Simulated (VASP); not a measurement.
# Ir (Fm-3m) in VASP: a series of runs

Runs on Ir. Level: PBEsol. Tasks: single point.

All numbers are computed with VASP 6.6.1; they aren't measurements. Logs are shortened: lines on timing, memory, paths and dates and some standing lists are left out, and cuts for length are marked.

### 1 The structure

The structure is cubic, space group Fm-3m (No. 225). The conventional cell has a = 3.834 Å, b = 3.834 Å, c = 3.834 Å, α = 90.00°, β = 90.00°, γ = 90.00°. Around Ir (site symmetry m-3m) lie 12 Ir at 2.71 Å.

### 2 Single point, PBEsol

The input, INCAR:

```
SYSTEM = Ir
PREC     = Accurate       ! precision mode
ENCUT    = 700            ! plane-wave cutoff, eV
EDIFF    = 1E-7           ! SCF threshold, eV
ISMEAR   = 0              ! smearing method
SIGMA    = 0.1            ! smearing width, eV
LREAL    = .FALSE.        ! projectors in reciprocal space
LASPH    = .TRUE.         ! aspherical terms in the spheres
NELM     = 80             ! most SCF steps
ALGO     = Normal         ! electronic algorithm
ISIF     = 2              ! what is computed and relaxed
LWAVE    = .FALSE.        ! write WAVECAR
LCHARG   = .FALSE.        ! write CHGCAR
GGA      = PS             ! functional
```

The input, KPOINTS:

```
regular mesh
0
G
  18 18 18
  0 0 0
```

The input, POSCAR:

```
Ir
1.0
    0.0000000000      1.9169000000      1.9169000000
    1.9169000000      0.0000000000      1.9169000000
    1.9169000000      1.9169000000      0.0000000000
Ir
1
Direct
    0.0000000000      0.0000000000      0.0000000000
```

Potentials or basis: VASP PAW PBE potentials, release 64 (Ir).

On the command line:

```console
cat potpaw_PBE.64/Ir/POTCAR > POTCAR
mpirun -np 1 vasp_std > vasp.out
```

OUTCAR:

```text
SYSTEM = Ir
   PREC = Accurate
   ENCUT = 700
   EDIFF = 1E-7
   ISMEAR = 0
   LREAL = .FALSE.
   LASPH = .TRUE.
   NELM = 80
   ISIF = 2
   GGA = PS

 ion  position               nearest neighbor table
   1  0.000  0.000  0.000-

  LATTYP: Found a face centered cubic cell.
 ALAT       =     3.8338000000

  Lattice vectors:

 A1 = (   0.0000000000,   1.9169000000,   1.9169000000)
 A2 = (   1.9169000000,   0.0000000000,   1.9169000000)
 A3 = (   1.9169000000,   1.9169000000,   0.0000000000)

Analysis of symmetry for initial positions (statically):
=====================================================================
 Subroutine PRICEL returns:
 Original cell was already a primitive cell.

 Routine SETGRP: Setting up the symmetry group for a
 face centered cubic supercell.

 Subroutine GETGRP returns: Found 48 space group operations
 (whereof 48 operations were pure point group operations)
 out of a pool of 48 trial point group operations.

The static configuration has the point symmetry O_h .

Analysis of symmetry for dynamics (positions and initial velocities):
=====================================================================
 Subroutine PRICEL returns:
 Original cell was already a primitive cell.

 Routine SETGRP: Setting up the symmetry group for a
 face centered cubic supercell.

 Subroutine GETGRP returns: Found 48 space group operations
 (whereof 48 operations were pure point group operations)
 out of a pool of 48 trial point group operations.

The dynamic configuration has the point symmetry O_h .

 Subroutine INISYM returns: Found 48 space group operations
 (whereof 48 operations are pure point group operations),
 and found     1 'primitive' translations

----------------------------------------------------------------------------------------

                                     Primitive cell

  volume of cell :      14.0873

  direct lattice vectors                    reciprocal lattice vectors
     0.000000000  1.916900000  1.916900000    -0.260837811  0.260837811  0.260837811
     1.916900000  0.000000000  1.916900000     0.260837811 -0.260837811  0.260837811
     1.916900000  1.916900000  0.000000000     0.260837811  0.260837811 -0.260837811

  length of vectors
     2.710905978  2.710905978  2.710905978     0.451784341  0.451784341  0.451784341

  position of ions in fractional coordinates (direct lattice)
     0.000000000  0.000000000  0.000000000

  ion indices of the primitive-cell ions
   primitive index   ion index
                 1           1

----------------------------------------------------------------------------------------

 KPOINTS: regular mesh

Automatic generation of k-mesh.
 Grid dimensions read from file:
 generate k-points for:   18   18   18

 Generating k-lattice:

  Cartesian coordinates                     Fractional coordinates (reciprocal lattice)
    -0.014490990  0.014490990  0.014490990     0.055555556  0.000000000  0.000000000
     0.014490990 -0.014490990  0.014490990     0.000000000  0.055555556  0.000000000
     0.014490990  0.014490990 -0.014490990     0.000000000  0.000000000  0.055555556

  Length of vectors
     0.025099130  0.025099130  0.025099130

  Shift w.r.t. Gamma in fractional coordinates (k-lattice)
     0.000000000  0.000000000  0.000000000

 Subroutine IBZKPT returns following result:
 ===========================================

 Found    195 irreducible k-points:

 Following reciprocal coordinates:
            Coordinates               Weight
  0.000000  0.000000  0.000000      1.000000
  0.055556  0.000000  0.000000      8.000000
  0.111111  0.000000  0.000000      8.000000
  0.166667  0.000000  0.000000      8.000000
  0.222222  0.000000  0.000000      8.000000
  0.277778  0.000000  0.000000      8.000000
[... 16 lines left out ...]
 -0.277778  0.055556  0.000000     24.000000
 -0.222222  0.055556  0.000000     24.000000
 [... further k-points ...]
   k-points           NKPTS =    195   k-points in BZ     NKDIM =    195   number of bands    NBANDS=      8
   number of dos      NEDOS =    301   number of ions     NIONS =      1
   total plane-waves  NPLWV =  13824
   dimension x,y,z NGX =    24 NGY =   24 NGZ =   24
   dimension x,y,z NGXF=    48 NGYF=   48 NGZF=   48
   ions per type =               1
   NGX,Y,Z   is equivalent  to a cutoff of  14.72, 14.72, 14.72 a.u.
   NGXF,Y,Z  is equivalent  to a cutoff of  29.44, 29.44, 29.44 a.u.
 SYSTEM =  Ir
   PREC   = accura    normal or accurate (medium, high low for compatibility)
   ISTART =      0    job   : 0-new  1-cont  2-samecut
   ICHARG =      2    charge: 1-file 2-atom 10-const
   ISPIN  =      1    spin polarized calculation?
   LNONCOLLINEAR =      F non collinear calculations
   LSORBIT =      F    spin-orbit coupling
   LASPH  =      T    aspherical Exc in radial PAW
   ENCUT  =  700.0 eV  51.45 Ry    7.17 a.u.   5.85  5.85  5.85*2*pi/ulx,y,z
   NELM   =     80;   NELMIN=  2; NELMDL= -5     # of ELM steps
   EDIFF  = 0.1E-06   stopping-criterion for ELM
   LREAL  =      F    real-space projection
   EDIFFG = 0.1E-05   stopping-criterion for IOM
   NSW    =      0    number of steps for IOM
   IBRION =     -1    ionic relax: 0-MD 1-quasi-New 2-CG
   NFREE  =      0    steps in history (QN), initial steepest desc. (CG)
   ISIF   =      2    stress and relaxation
   ISYM   =      2    0-nonsym 1-usesym 2-fastsym
   POTIM  = 0.5000    time-step for ionic-motion
   TEBEG  =    0.0;   TEEND  =   0.0 temperature during run
   PSTRESS=    0.0 pullay stress
   NELECT =       9.0000    total number of electrons
   NUPDOWN=      -1.0000    fix difference up-down
   EMIN   =  10.00;   EMAX   =-10.00  energy-range for DOS
   EFERMI =   0.00;   METHOD = LEGACY
   ISMEAR =     0;   SIGMA  =   0.10  broadening in eV -4-tet -1-fermi 0-gaus
   EFERMI_NEDOS =   21; number of points for ismear=-14 and -15
   IALGO  =     38    algorithm
   IMIX   =      4    mixing-type and parameters
     AMIX     =   0.40;   BMIX     =  1.00
     AMIX_MAG =   1.60;   BMIX_MAG =  1.00
  volume/ion in A,a.u.               =      14.09        95.07
  Fermi-wavevector in a.u.,A,eV,Ry     =   1.409980  2.664475 27.048966  1.988043
  Thomas-Fermi vector in A             =   2.531980
   LORBIT       =      0    0 simple, 1 ext, 2 COOP (PROOUT), +10 PAW based schemes
   GGA     = PS    functional components
   LHFCALC =     F    Hartree Fock is set to
   AEXX    =    0.0000 exact exchange contribution
   IVDW    =     0    specifies the selected vdW correction
   LEPSILON=     F    determine dielectric tensor
   LRPA    =     F    only Hartree local field effects (RPA)
 non-spin polarized calculation
 Gauss-broadening in eV      SIGMA  =   0.10
  energy-cutoff  :      700.00
  volume of cell :       14.09
 maximum number of plane-waves:       609
   NGX = 11   NGY = 11   NGZ = 11

 number of electron       9.0000000 magnetization

 Free energy of the ion-electron system (eV)
  ---------------------------------------------------
  ext. energy  EPLUGINS =         0.00000000
  ---------------------------------------------------
  free energy    TOTEN  =        -9.82345293 eV

  energy without entropy =       -9.81840089  energy(sigma->0) =       -9.82092691

 E-fermi :  10.3568     XC(G=0): -14.1263

 val. band max:       10.3499199776   @ k =   0.5000   0.2222   0.1111
 cond. band min:      10.3662455574   @ k =   0.3333   0.1111   0.0556
 fundamental gap:      0.0163255798
 Fermi energy:        10.3568250993

 k-point     1 :       0.0000    0.0000    0.0000
  band No.  band energies     occupation
      1      -0.9169      2.00000
      2       6.3912      2.00000
      3       6.3912      2.00000
      4       6.3912      2.00000
      5       9.1253      2.00000
      6       9.1253      2.00000
      7      24.6303      0.00000
      8      30.2293      0.00000

 k-point     2 :       0.0556    0.0000    0.0000
  band No.  band energies     occupation
      1      -0.7786      2.00000
      2       6.3162      2.00000
      3       6.4518      2.00000
      4       6.4518      2.00000
      5       9.0855      2.00000
      6       9.0855      2.00000
      7      24.8711      0.00000
      8      29.4769      0.00000

 k-point     3 :       0.1111    0.0000    0.0000
  band No.  band energies     occupation
      1      -0.3778      2.00000
      2       6.1239      2.00000
      3       6.6106      2.00000
      4       6.6106      2.00000
      5       8.9986      2.00000
      6       8.9986      2.00000
      7      25.5323      0.00000
      8      28.0124      0.00000

 k-point     4 :       0.1667    0.0000    0.0000
  band No.  band energies     occupation
      1       0.2364      2.00000
      2       5.9056      2.00000
      3       6.7895      2.00000
      4       6.7895      2.00000
      5       8.9642      2.00000
      6       8.9642      2.00000
      7      26.2145      0.00000
      8      26.6594      0.00000

 k-point     5 :       0.2222    0.0000    0.0000
  band No.  band energies     occupation
      1       0.9588      2.00000
      2       5.8088      2.00000
      3       6.8653      2.00000
      4       6.8653      2.00000
      5       9.1248      2.00000
      6       9.1248      2.00000
      7      24.8582      0.00000
      8      27.1211      0.00000

 k-point     6 :       0.2778    0.0000    0.0000
  band No.  band energies     occupation
      1       1.6041      2.00000
      2       6.0379      2.00000
      3       6.7846      2.00000
      4       6.7846      2.00000
      5       9.5351      2.00000
      6       9.5351      2.00000
      7      23.2947      0.00000
      8      26.8255      0.00000

 k-point     7 :       0.3333    0.0000    0.0000
  band No.  band energies     occupation
      1       1.9891      2.00000
      2       6.6180      2.00000
      3       6.6180      2.00000
      4       6.7558      2.00000
      5      10.0962      1.99977
      6      10.0962      1.99977
      7      21.5919      0.00000
      8      25.8242      0.00000
[... 133 lines left out ...]
 k-point    20 :      -0.4444    0.0556    0.0000
  band No.  band energies     occupation
      1       2.2521      2.00000
      2       6.2104      2.00000
      3       6.3994      2.00000
      4       8.7818      2.00000
      5      11.0333      0.00000
      6      11.8151      0.00000
      7      17.8512      0.00000
      8      24.4716      0.00000

 k-point    21 :      -0.3889    0.0556    0.0000
  band No.  band energies     occupation
      1       2.2535      2.00000
      2       6.3227      2.00000
      3       6.4811      2.00000
      4       7.9453      2.00000
      5      10.5630      0.00356
      6      11.4201      0.00000
      7      19.2265      0.00000
      8      24.8803      0.00000

 k-point    22 :      -0.3333    0.0556    0.0000
  band No.  band energies     occupation
      1       2.1785      2.00000
      2       6.4897      2.00000
      3       6.6323      2.00000
      4       6.8914      2.00000
      5       9.9440      2.00000
      6      10.8547      0.00000
      7      21.0433      0.00000
      8      25.6509      0.00000

 k-point    23 :      -0.2778    0.0556    0.0000
  band No.  band energies     occupation
      1       1.8890      2.00000
      2       6.0559      2.00000
      3       6.7059      2.00000
      4       6.8156      2.00000
      5       9.3141      2.00000
      6      10.2399      1.90178
      7      22.8453      0.00000
      8      26.6628      0.00000

 k-point    24 :      -0.2222    0.0556    0.0000
  band No.  band energies     occupation
      1       1.3111      2.00000
      2       5.7135      2.00000
      3       6.8544      2.00000
      4       6.9479      2.00000
      5       8.8263      2.00000
      6       9.6959      2.00000
      7      24.4689      0.00000
      8      27.2972      0.00000

 [... further k-points ...]
[... 5 lines left out ...]
  --------------------------------------------------------------------------------------
  -------------------------------------------------------------------------------------
  Total       -0.0037390     -0.0037390     -0.0037390      0.0000000      0.0000000     -0.0000000
  in kB       -0.4252488     -0.4252488     -0.4252488      0.0000000      0.0000000     -0.0000000
  external PRESSURE =      -0.4252488 kB  Pullay stress =       0.0000000 kB

 VOLUME and BASIS-vectors are now :
 -----------------------------------------------------------------------------
  energy-cutoff  :      700.00
  volume of cell :       14.09
      direct lattice vectors                 reciprocal lattice vectors
     0.000000000  1.916900000  1.916900000    -0.260837811  0.260837811  0.260837811
     1.916900000  0.000000000  1.916900000     0.260837811 -0.260837811  0.260837811
     1.916900000  1.916900000  0.000000000     0.260837811  0.260837811 -0.260837811

 POSITION                                       TOTAL-FORCE (eV/Angst)
 -----------------------------------------------------------------------------------
      0.00000      0.00000      0.00000         0.000000      0.000000      0.000000
 -----------------------------------------------------------------------------------
    total drift:                               -0.000000      0.000000     -0.000000

  FREE ENERGIE OF THE ION-ELECTRON SYSTEM (eV)
  ---------------------------------------------------
  free  energy   TOTEN  =        -9.8234529287 eV

  energy  without entropy=       -9.8184008920  energy(sigma->0) =       -9.82092691
```

Wall time 9.4 s (1 thread of Intel Xeon 6975P-C (Granite Rapids), shared host); peak memory 0.17 GiB.

Results:

- Free energy: -9.8235 eV
- Pressure: 0.0 GPa
- Band gap on the k mesh: none (metal or under the smearing width)

Caveat: the PAW data sets were made with another functional, which shifts forces and pressure a little.

(Part 1 of 2 ends here.)
